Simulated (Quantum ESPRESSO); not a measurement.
# BaTiO3 (Pm-3m) in Quantum ESPRESSO: further runs, part 2 of 2

Quantum ESPRESSO 7.5.

## (3) Phonons, LDA

pw.in

```
&CONTROL
  calculation = 'scf'
  prefix = 'pwscf'
  outdir = './tmp'
  pseudo_dir = './pseudo'
  tprnfor = .true.
  tstress = .true.
  disk_io = 'low'
/
&SYSTEM
  ibrav = 0
  nat = 5
  ntyp = 3
  ecutwfc = 52
  ecutrho = 312
  nbnd = 28
  occupations = 'smearing'
  smearing = 'fd'
  degauss = 0.00367493
/
&ELECTRONS
  conv_thr = 1d-09
  electron_maxstep = 120
  mixing_beta = 0.5
/
ATOMIC_SPECIES
Ba   137.3270 Ba.LDA_PW-JTH.UPF
Ti    47.8670 Ti.LDA_PW-JTH.UPF
O     15.9990 O.LDA_PW-JTH.UPF
CELL_PARAMETERS angstrom
   4.0060000000    0.0000000000    0.0000000000
   0.0000000000    4.0060000000    0.0000000000
   0.0000000000    0.0000000000    4.0060000000
ATOMIC_POSITIONS crystal
Ba     0.5000000000    0.5000000000    0.5000000000
Ti     0.0000000000    0.0000000000    0.0000000000
O      0.0000000000    0.0000000000    0.5000000000
O      0.0000000000    0.5000000000    0.0000000000
O      0.5000000000    0.0000000000    0.0000000000
K_POINTS automatic
4 4 4 1 1 1
```

relax.in

```
&CONTROL
  calculation = 'vc-relax'
  prefix = 'pwscf'
  outdir = './tmp'
  pseudo_dir = './pseudo'
  tprnfor = .true.
  tstress = .true.
  disk_io = 'low'
  nstep = 40
  forc_conv_thr = 0.0001
  etot_conv_thr = 1d-06
/
&SYSTEM
  ibrav = 0
  nat = 5
  ntyp = 3
  ecutwfc = 52
  ecutrho = 312
  nbnd = 28
  occupations = 'smearing'
  smearing = 'fd'
  degauss = 0.00367493
/
&ELECTRONS
  conv_thr = 1d-09
  electron_maxstep = 120
  mixing_beta = 0.5
/
&IONS
  ion_dynamics = 'bfgs'
/
&CELL
  cell_dynamics = 'bfgs'
  press = 0
  press_conv_thr = 0.2
/
ATOMIC_SPECIES
Ba   137.3270 Ba.LDA_PW-JTH.UPF
Ti    47.8670 Ti.LDA_PW-JTH.UPF
O     15.9990 O.LDA_PW-JTH.UPF
CELL_PARAMETERS angstrom
   4.0060000000    0.0000000000    0.0000000000
   0.0000000000    4.0060000000    0.0000000000
   0.0000000000    0.0000000000    4.0060000000
ATOMIC_POSITIONS crystal
Ba     0.5000000000    0.5000000000    0.5000000000
Ti     0.0000000000    0.0000000000    0.0000000000
O      0.0000000000    0.0000000000    0.5000000000
O      0.0000000000    0.5000000000    0.0000000000
O      0.5000000000    0.0000000000    0.0000000000
K_POINTS automatic
4 4 4 1 1 1
```

scf2.in

```
&CONTROL
  calculation = 'scf'
  prefix = 'pwscf'
  outdir = './tmp'
  pseudo_dir = './pseudo'
  tprnfor = .true.
  tstress = .true.
  disk_io = 'low'
/
&SYSTEM
  ibrav = 0
  nat = 5
  ntyp = 3
  ecutwfc = 52
  ecutrho = 312
  nbnd = 28
  occupations = 'fixed'
/
&ELECTRONS
  conv_thr = 1d-13
  electron_maxstep = 120
  mixing_beta = 0.5
  startingpot = 'file'
  startingwfc = 'file'
/
ATOMIC_SPECIES
Ba   137.3270 Ba.LDA_PW-JTH.UPF
Ti    47.8670 Ti.LDA_PW-JTH.UPF
O     15.9990 O.LDA_PW-JTH.UPF
CELL_PARAMETERS angstrom
   3.9422392347    0.0000000000    0.0000000000
   0.0000000000    3.9422392347    0.0000000000
   0.0000000000    0.0000000000    3.9422392347
ATOMIC_POSITIONS crystal
Ba     0.5000000000    0.5000000000    0.5000000000
Ti     0.0000000000    0.0000000000    0.0000000000
O      0.0000000000    0.0000000000    0.5000000000
O      0.0000000000    0.5000000000    0.0000000000
O      0.5000000000    0.0000000000    0.0000000000
K_POINTS automatic
4 4 4 1 1 1
```

ph.in

```
phonons of BaTiO3
&INPUTPH
  prefix = 'pwscf'
  outdir = './tmp'
  tr2_ph = 1d-18
  fildyn = 'dyn'
  niter_ph = 90
  alpha_mix(1) = 0.7
  epsil = .true.
/
0.0000000000 0.0000000000 0.0000000000
```

dynmat.in

```
&INPUT
  fildyn = 'dyn'
  asr = 'crystal'
  lperm = .true.
  filout = 'dynmat.disp'
  fileig = 'dynmat.eig'
/
```

dynmat_lo.in

```
&INPUT
  fildyn = 'dyn'
  asr = 'crystal'
  filout = 'dynmat_lo.disp'
  fileig = 'dynmat_lo.eig'
  q(1) = 0
  q(2) = 0
  q(3) = 1
/
```

Potentials or basis: JTH 2.0 LDA.

The run is started by

```console
$ OMP_NUM_THREADS=1 pw.x -in pw.in > pw.out
$ OMP_NUM_THREADS=1 pw.x -in relax.in > relax.out
$ OMP_NUM_THREADS=1 pw.x -in scf2.in > scf2.out
$ OMP_NUM_THREADS=1 ph.x -in ph.in > ph.out
$ OMP_NUM_THREADS=1 dynmat.x -in dynmat.in > dynmat.out
$ OMP_NUM_THREADS=1 dynmat.x -in dynmat_lo.in > dynmat_lo.out
```

pw.out:

```text
This program is part of the open-source Quantum ESPRESSO suite
     for quantum simulation of materials; please cite
         "P. Giannozzi et al., J. Phys.:Condens. Matter 21 395502 (2009);
         "P. Giannozzi et al., J. Phys.:Condens. Matter 29 465901 (2017);
         "P. Giannozzi et al., J. Chem. Phys. 152 154105 (2020);
     in publications or presentations arising from this work. More details at

     file Ba.LDA_PW-JTH.UPF: wavefunction(s)  5S 6S 5P 0P 5D 0D renormalized
     file Ti.LDA_PW-JTH.UPF: wavefunction(s)  4S 3P 0P 3D 0D renormalized
     file O.LDA_PW-JTH.UPF: wavefunction(s)  0S 2P 0P renormalized
     Message from routine setup:
     using ibrav=0 with symmetry is DISCOURAGED, use correct ibrav instead

     G-vector sticks info
     --------------------
     sticks:   dense  smooth     PW     G-vecs:    dense   smooth      PW
     Sum        1433     949    277                40339    21975    3407

     Using Slab Decomposition
[... 250 lines left out ...]

     the Fermi energy is    11.0806 ev

!    total energy              =    -726.53597894 Ry
     total all-electron energy =      -726.535979 Ry
     estimated scf accuracy    <          9.6E-11 Ry
     smearing contrib. (-TS)   =      -0.00000000 Ry
     internal energy E=F+TS    =    -726.53597894 Ry

     The total energy is F=E-TS. E is the sum of the following terms:
     one-electron contribution =     -68.08824559 Ry
     hartree contribution      =      58.25810372 Ry
     xc contribution           =     -50.30198047 Ry
     ewald contribution        =    -207.14903517 Ry
     one-center paw contrib.   =    -459.25482142 Ry

     convergence has been achieved in  13 iterations

     negative rho (up, down):  5.205E-02 0.000E+00

     Forces acting on atoms (cartesian axes, Ry/au):

     atom    1 type  1   force =     0.00000000    0.00000000    0.00000000
     atom    2 type  2   force =     0.00000000    0.00000000    0.00000000
     atom    3 type  3   force =     0.00000000    0.00000000    0.00000000
     atom    4 type  3   force =     0.00000000    0.00000000    0.00000000
     atom    5 type  3   force =     0.00000000    0.00000000    0.00000000

     Total force =     0.000000     Total SCF correction =     0.000000

     Computing stress (Cartesian axis) and pressure

     negative rho (up, down):  5.205E-02 0.000E+00
          total   stress  (Ry/bohr**3)                   (kbar)     P=      -84.34
  -0.00057331   0.00000000   0.00000000          -84.34        0.00        0.00
   0.00000000  -0.00057331   0.00000000            0.00      -84.34        0.00
   0.00000000   0.00000000  -0.00057331            0.00        0.00      -84.34

=------------------------------------------------------------------------------=
   JOB DONE.
=------------------------------------------------------------------------------=
```

relax.out:

```text
This program is part of the open-source Quantum ESPRESSO suite
     for quantum simulation of materials; please cite
         "P. Giannozzi et al., J. Phys.:Condens. Matter 21 395502 (2009);
         "P. Giannozzi et al., J. Phys.:Condens. Matter 29 465901 (2017);
         "P. Giannozzi et al., J. Chem. Phys. 152 154105 (2020);
[... 1237 lines left out ...]
   0.00000000   0.00000275   0.00000000            0.00        0.40        0.00
   0.00000000   0.00000000   0.00000275            0.00        0.00        0.40

=------------------------------------------------------------------------------=
   JOB DONE.
=------------------------------------------------------------------------------=
```

Run time: 18 min. Hardware: 1 thread of Intel Xeon at 2.50GHz (Skylake/Cascade Lake), shared host; peak memory 0.21 GiB.

What came out:

| Property | Result |
| --- | --- |
| Free energy | -9885.0997 eV |
| Relaxed volume | 12.25 Å³/atom |
| Relaxed cell | a = 3.942 Å, b = 3.942 Å, c = 3.942 Å, α = 90.00°, β = 90.00°, γ = 90.00° |
| Space group after relaxing (to 0.05 Å) | Pm-3m (No. 221) |
| Pressure after relaxing | 0.0 GPa |
| Electronic dielectric tensor (diagonal) | 6.46 |
| Born charges (mean of the diagonal) | Ba +2.76; Ti +7.11; O -3.23 e |
| Highest phonon frequency at Γ, LO-TO splitting left out | 480 cm⁻¹ |
| Most unstable mode | 95i cm⁻¹ |

The path:
```
step  energy change (eV)  largest force (eV/Å)  pressure (GPa)  volume (Å³)
   1              0.0000                0.0000           -8.43        64.29
   2             -0.0823                0.0000           -0.94        61.56
   3             -0.0831                0.0000            0.09        61.24
   4             -0.0831                0.0000            0.00        61.27
```

Final structure:
```
Ba Ti O
1.0
     3.94224    0.00000    0.00000
     0.00000    3.94224    0.00000
     0.00000    0.00000    3.94224
Ba Ti O
1 1 3
Direct
  0.50000 0.50000 0.50000
  0.00000 0.00000 0.00000
  0.00000 0.00000 0.50000
  0.00000 0.50000 0.00000
  0.50000 0.00000 0.00000
```

Phonon frequencies in cm⁻¹ (negative: imaginary):
| q point | frequencies |
| --- | --- |
| (0.000, 0.000, 0.000) | -95 -95 -95 1 1 1 186 186 186 301 301 301 480 480 480 |

Electronic dielectric tensor:
```
6.46 0.00 0.00
0.00 6.46 0.00
0.00 0.00 6.46
```

Born effective charge tensors (e):
atom 1, Ba
```
2.76 0.00 0.00
0.00 2.76 0.00
0.00 0.00 2.76
```
atom 2, Ti
```
7.11 0.00 0.00
0.00 7.11 0.00
0.00 0.00 7.11
```
atom 3, O
```
-2.10  0.00  0.00
 0.00 -2.10  0.00
 0.00  0.00 -5.49
```
atom 4, O
```
-2.10  0.00  0.00
 0.00 -5.49  0.00
 0.00  0.00 -2.10
```
atom 5, O
```
-5.49  0.00  0.00
 0.00 -2.10  0.00
 0.00  0.00 -2.10
```

Optical modes at Γ, degenerate ones joined, polar ones without the macroscopic field:
```tsv
cm⁻¹	components	symmetry	active in	IR intensity, summed ((D/Å)²/amu)
95i	3	T1u	IR	232.75
186	3	T1u	IR	7.09
301	3	T2u	silent	0.00
480	3	T1u	IR	7.67
```

Zone-centre frequencies without and with the macroscopic field along z (cm⁻¹):
|  | optical modes in rising order |
| --- | --- |
| without | 95i 95i 95i 186 186 186 301 301 301 480 480 480 |
| with the field | 95i 95i 182 186 186 301 301 301 464 480 480 672 |

Caveat: the mesh is thin for the dielectric tensor, Born charges and intensities, which usually come out too large; some modes are imaginary; this set's barium file shifts pressures by 1.5 GPa and gaps by 0.1 eV against other sets; the Born charges break their sum rule by 0.18 e, a sign of too thin a mesh. The run has no spin-orbit coupling, so splittings on Ba are missing.
